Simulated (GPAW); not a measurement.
# Converging the k-point mesh: ZnTe (R3m, 2 atoms in the cell)

```
CELL_PARAMETERS angstrom
      0.00000     3.04085     3.04085
      3.04085     0.00000     3.04085
      3.04085     3.04085     0.00000
ATOMIC_POSITIONS crystal
  Zn 0.00475 0.00475 0.00475
  Te 0.25000 0.25000 0.25000
```

Computed with PBE, GPAW PAW datasets PBE (gpaw-data 1.0.1) (plane waves; GPAW).

Base settings: mode = pw; ecut = 800 eV; xc = PBE; kpts = 3 3 3; mesh shift (steps) = 0 0 0; occupations.name = fermi-dirac; occupations.width = 0.05 eV; nbands = -8; convergence.density = 1e-05 e/electron; convergence.bands = -6.

The second cell is the first with its lattice scaled by 0.98.

Only quantities that move along the ladder and can be compared are tabulated.

The count of work is k-points × plane waves × bands × iterations; it is no time. Core times come from one kind of shared machine, to one figure; runs under 30 s give none.

The starting cell has typed, rounded lattice constants, without a prior relaxation at this level. Its lattice was rescaled by up to half a per cent. One atom was moved a little off its site on purpose. Spin-orbit coupling is off. In the base run, with a pressure of about 3 GPa the cell is away from its equilibrium volume at this level.

Steps (kpts): 2 2 2; 3 3 3; 4 4 4; 5 5 5; 6 6 6; 7 7 7; 9 9 9; 10 10 10; 12 12 12; 15 15 15; 18 18 18.

**Question.** What is the coarsest kpts that holds the energy of the compressed cell less the first within 2 meV/atom of the last step, with all finer ones?

**Answer.** 5 5 5, at 0.037 of the last step's count of work; the step before is off by 4.3 meV/atom.

**Question.** What is the coarsest kpts that holds the pressure within 0.5 GPa of the last step, with all finer ones?

**Answer.** 4 4 4, at 0.018 of the last step's count of work; the step before is off by 1.3 GPa.

```tsv
kpts	free energy less the last step's (meV/atom)	energy of the compressed cell less the first (meV/atom)	pressure (GPa)	gap on the mesh (eV)	count of work / last	core time / last (rough)
2 2 2	812.44	101.05	7.63	1.169	0.0088	–
3 3 3	169.21	54.88	3.46	1.242	0.010	–
4 4 4	44.44	44.34	2.50	1.262	0.018	–
5 5 5	13.43	41.33	2.24	1.270	0.037	–
6 6 6	4.51	40.42	2.16	1.272	0.060	0.07
7 7 7	1.65	40.13	2.14	1.274	0.076	0.09
9 9 9	0.27	40.00	2.12	1.274	0.17	0.3
10 10 10	0.12	39.99	2.12	1.274	0.21	0.3
12 12 12	0.02	39.99	2.12	1.274	0.31	0.5
15 15 15	0.00	39.99	2.12	1.275	0.71	1
18 18 18	0.00	39.99	2.12	1.274	1.0	1
```

The energy difference between the two cells stays within 1 meV/atom of the last step's from 6 6 6 on, the total only from 9 9 9 on: much of the error is common to both cells and cancels.
